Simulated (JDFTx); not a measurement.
Crystal: Ti.

```xyz
2
Lattice="2.9500 0.0000 0.0000 -1.4750 2.5548 0.0000 0.0000 0.0000 4.6800" Properties=species:S:1:pos:R:3 pbc="T T T"
Ti    1.4750    0.8516    3.5100
Ti    0.0000    1.7032    1.1700
```

* Program: JDFTx 1.7.0 (patched build)
* Task: relaxation of cell and atoms
* Functional: PBE
* Potentials or basis: SG15-PBE-1.2 with smoothed tails
* Cutoff: 1088 eV
* Density cutoff: 8708 eV
* k mesh: 5 × 5 × 3
* Occupations: fermi-dirac, width 0.05 eV
* Spin: no spin polarisation

At the start: pressure -1.6 GPa; volume 17.64 Å³/atom.

Question: Where does the relaxation end?

Answer: Over 7 steps the energy falls by 2.5 meV/atom and the volume is 17.38 Å³/atom (-1.5 %); space group P6_3/mmc (No. 194, to 0.05 Å).

Step by step:
```csv
step,energy change (eV),largest force (eV/Å),pressure (GPa),volume (Å³)
1,0.0000,0.0000,-1.57,35.27
2,-0.0012,0.0000,-1.26,35.17
3,-0.0039,0.0000,0.08,34.73
4,-0.0044,0.0000,-0.01,34.76
5,-0.0050,0.0000,-0.01,34.76
6,-0.0050,0.0000,0.02,34.74
7,-0.0050,0.0000,-0.01,34.76
```

Final structure:
```
CELL_PARAMETERS angstrom
2.95433 0.00000 0.00000
-1.47717 2.55852 0.00000
0.00000 0.00000 4.59831
ATOMIC_POSITIONS crystal
Ti 0.66667 0.33333 0.75000
Ti 0.33333 0.66667 0.25000
```

Caveat: the k mesh is coarse (spacing up to 0.49 Å⁻¹), so the values aren't converged.
